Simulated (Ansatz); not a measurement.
# MgO: the cost of one run

Computed with Ansatz 0.2.0, driven from Python. Level of theory: DFT r2SCAN, plane waves, PAW.

## 1. The system

Symmetry: P6_3/mmc, No. 194, hexagonal system. Conventional cell: a = 3.486 Å, b = 3.486 Å, c = 4.178 Å, α = 90.00°, β = 90.00°, γ = 120.00°. Around Mg (site symmetry -6m2) lie 5 O at 2.01 to 2.09 Å. Around O (site symmetry -6m2) lie 5 Mg at 2.01 to 2.09 Å.

No structure file is read: the coordinates are typed or built in the script.

## 2. The code

File strain.py:

```python
"""Energy of MgO under tetragonal strain, ions carried with the cell."""

import ansatz as az
import matplotlib.pyplot as plt
import numpy as np

config = {
    "xc": "r2SCAN",
    "smearing": "fermi_dirac",
    "width_ev": 0.02,
    "cutoff": 520,
    "kmesh": (6, 6, 6),
}

vectors0 = np.array([
    [3.486378, 0.0, 0.0],
    [-1.743189, 3.019292, 0.0],
    [0.0, 0.0, 4.178041],
])
sites = [
    ("Mg", (2 / 3, 1 / 3, 0.75)),
    ("Mg", (1 / 3, 2 / 3, 0.25)),
    ("O", (2 / 3, 1 / 3, 0.25)),
    ("O", (1 / 3, 2 / 3, 0.75)),
]


def make_crystal(cell):
    crystal = az.Crystal(lattice=az.Lattice.of(cell))
    for symbol, position in sites:
        crystal = crystal.atom(symbol, position)
    return crystal

# clamped ions: the fractional positions stay as typed
values = np.linspace(-0.03, 0.03, 5)
energies = []
for d in values:
    strain = np.diag([d, d, (1 + d) ** -2 - 1])
    cell = vectors0 @ (np.eye(3) + strain)
    job = (
        make_crystal(cell).calculation()
        .pseudopotentials("paw")
        .functional(config["xc"])
        .occupations(config["smearing"], width=config["width_ev"])
        .basis(config["cutoff"])
        .kpoints(*config["kmesh"])
    )
    rep = job.run().report
    energies.append(rep["free_energy_ev"] / len(sites))
    print(f"d = {d:+.4f}  F = {energies[-1]:.5f} eV/atom")
energies = np.array(energies)

for value, e in zip(values, energies):
    print(f"strain {value:7.3f}   E - Emin = {1000 * (e - energies.min()):9.3f} meV/atom")
plt.figure(figsize=(4.5, 3))
plt.plot(values, 1000 * (energies - energies.min()), "o-")
plt.xlabel("strain")
plt.ylabel("meV/atom")
plt.tight_layout()
plt.savefig("strain.png", dpi=100)
curvature = 2 * np.polyfit(values, energies, 3)[1]
volume = abs(np.linalg.det(vectors0)) / len(sites)
print(f"d2E/dd2 over the volume: {curvature / volume * 160.21766:.1f} GPa")
```

## 3. The calls as engine input

The package turns the script's settings into the engine's input (first run):

```yaml
crystal:
  lattice:
    - [3.38178666, 0.0, 0.0]
    - [-1.69089333, 2.92871324, 0.0]
    - [0.0, 0.0, 4.440472951429483]
  atoms:
    - { symbol: Mg, position: [0.6666666666666666, 0.3333333333333333, 0.75] }
    - { symbol: Mg, position: [0.3333333333333333, 0.6666666666666666, 0.25] }
    - { symbol: O, position: [0.6666666666666666, 0.3333333333333333, 0.25] }
    - { symbol: O, position: [0.3333333333333333, 0.6666666666666666, 0.75] }
basis:
  ecutwfc: 520.0
kpoints:
  mp_grid:
    grid: [6, 6, 6]
hamiltonian:
  xc: r2scan
  pseudopotentials:
    kind: paw
scf:
  occupations:
    method: fermi_dirac
    width: 0.02
```

## 4. The run

On the command line:

```
$ python strain.py
```

What time and memory should one allow on 1 thread of Arm Neoverse V1, shared host?

About 19 s, with a peak of 0.47 GiB.
